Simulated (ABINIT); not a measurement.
Crystal: Ag.

```
CELL_PARAMETERS angstrom
0.00000 2.04275 2.04275
2.04275 0.00000 2.04275
2.04275 2.04275 0.00000
ATOMIC_POSITIONS crystal
Ag 0.00000 0.00000 0.00000
```

Base run:

| Property | Result |
| --- | --- |
| Program | ABINIT 10.8.3 (patched build) |
| Functional | r2SCAN |
| Potentials or basis | JTH PAW PBE v2.0 |
| Cutoff | 544 eV |
| k mesh | 11 × 11 × 11 |
| Occupations | fermi-dirac, width 0.05 eV |
| Spin | no spin polarisation |

Its results: band gap on the k mesh none (metal or under the smearing width); pressure 1.1 GPa.

Task: The run is repeated on the same cell with these changes: functional from r2SCAN to revPBE. What comes out?

Result: Band gap on the k mesh none (metal or under the smearing width); pressure 7.5 GPa.

Caveats: the PAW data sets were made with another functional, which shifts forces and pressure a little.
